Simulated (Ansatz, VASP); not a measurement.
**Sn3Se: VASP beside Ansatz**

File INCAR:

```
  ALGO = Normal
  EDIFF = 1E-7
  ENCUT = 520
  GGA = PS
  ISIF = 2
  ISMEAR = -1
  LASPH = True
  LCHARG = False
  LREAL = False
  LWAVE = False
  NBANDS = 32
  NELM = 60
  PREC = Accurate
  SIGMA = 0.05
```

The input KPOINTS:

```
k-points
0
Gamma
  6 6 6
```

POSCAR

```
Sn3Se
1.0
    4.7418790000      0.0000000000      0.0000000000
    0.0000000000      4.7418790000      0.0000000000
    0.0000000000      0.0000000000      4.7418790000
Sn Se
3 1
Direct
    0.5000000000      0.5000000000      0.0000000000
    0.5000000000      0.0000000000      0.5000000000
    0.0000000000      0.5000000000      0.5000000000
    0.0000000000      0.0000000000      0.0000000000
```

input.yaml

```yaml
crystal:
  lattice:
    - [4.741879, 0.0, 0.0]
    - [0.0, 4.741879, 0.0]
    - [0.0, 0.0, 4.741879]
  atoms:
    - { symbol: Sn, position: [0.5, 0.5, 0.0] }
    - { symbol: Sn, position: [0.5, 0.0, 0.5] }
    - { symbol: Sn, position: [0.0, 0.5, 0.5] }
    - { symbol: Se, position: [0.0, 0.0, 0.0] }
hamiltonian:
  xc: pbesol
  pseudopotentials: { kind: paw }
kpoints:
  mp_grid: { grid: [6, 6, 6] }
scf:
  occupations: { method: fermi_dirac, width: 0.05 }
output:
  forces: true
  stress: true
  eigenvalues: true
  write_density: true
  write_potential: true
  elf: true
  volumetric_format: npy
```

The cell comes from a database or a generator and needn't be the stable form of this composition.

Alike in both runs: task single point; functional PBEsol; k mesh 6 × 6 × 6; occupations fermi-dirac, width 0.05 eV; no spin polarisation.

|  | VASP | Ansatz |
| --- | --- | --- |
| version | VASP 6.6.1 | Ansatz 0.2.0 |
| potentials or method | VASP PAW PBE potentials, release 64 (Sn_d, Se) | Ansatz PAW |
| plane-wave cutoff (eV) | 520 | 420 |
| valence electrons in the cell | 48 | 58 |

VASP gave:

* gap on the k mesh at the Fermi level (eV): none
* pressure (GPa): -2.7

Problem. Estimate Ansatz's values.

Solution. gap on the k mesh at the Fermi level (eV): none; pressure (GPa): -2.6.

A gap of «none» marks a metal or a gap that the smearing closes. The functional is the same, so the differences come from potentials, cutoffs and numerics. The two sets of potentials don't hold the same shells in valence.

Caveats: the PAW data sets were made with another functional, which shifts forces and pressure a little (VASP); the PAW data sets come from PBE, with cores solved anew for the run's functional, which leaves a small shift of forces and pressure (Ansatz).
